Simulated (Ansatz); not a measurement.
Predict the output of the script below (the Ansatz DFT code, driven from Python).

`run_disp.py`
```python
# -*- coding: utf-8 -*-
import ansatz
import numpy as np

VECTORS = np.array([
    [1.43186, -2.613519, 0.0],
    [1.43186, 2.613519, 0.0],
    [0.0, 0.0, 10.788489],
])
SITES = [
    ('Cr', (0.0, 0.0, 0.5), 3.9),
    ('Cr', (0.0, 0.0, 0.0), 3.9),
    ('O', (0.664097, 0.335903, 0.589199), 0.0),
    ('O', (0.664097, 0.335903, 0.910801), 0.0),
    ('O', (0.335903, 0.664097, 0.410801), 0.0),
    ('O', (0.335903, 0.664097, 0.089199), 0.0),
]


def crystal_on(cell):
    crystal = ansatz.Crystal(lattice=ansatz.Lattice.of(cell))
    for symbol, position, moment in SITES:
        crystal = crystal.atom(symbol, position, moment=moment or None)
    return crystal


def main():
    atoms = [(site[0], site[1]) for site in SITES]
    print('dispersion energy and pressure at linear scale factors', (1.0, 1.05))
    for functional in (ansatz.Functional.HSE06, ansatz.Functional.PBE0):
        for method in ('d3bj', 'd4'):
            damping = ansatz.dispersion_damping(method=method, xc=functional)
            line = []
            for scale in (1.0, 1.05):
                term = ansatz.pairwise_dispersion(vectors=(VECTORS * scale).tolist(), atoms=atoms, damping=damping, periodic=(True, True, True))
                line.append(f'{term.energy_ev / len(atoms):.4f} eV/atom, {np.trace(term.stress_gpa) / 3:.2f} GPa')
            print(functional.value, method, '|', ' | '.join(line))
    print('charges of the D4 model in the last cell:', np.round(term.partial_charges_e, 3))


if __name__ == '__main__':
    main()
```

`python run_disp.py` gives:
```text
dispersion energy and pressure at linear scale factors (1.0, 1.05)
hse06 d3bj | -0.1345 eV/atom, -1.69 GPa | -0.1154 eV/atom, -1.22 GPa
hse06 d4 | -0.1822 eV/atom, -2.18 GPa | -0.1578 eV/atom, -1.54 GPa
pbe0 d3bj | -0.1297 eV/atom, -1.57 GPa | -0.1120 eV/atom, -1.14 GPa
pbe0 d4 | -0.1882 eV/atom, -2.25 GPa | -0.1631 eV/atom, -1.59 GPa
charges of the D4 model in the last cell: [ 0.808  0.808 -0.404 -0.404 -0.404 -0.404]
```

The structure comes from a database and needn't be a stable phase.

(A comment or docstring line of the script was reworded after the run, the code is as it ran.)
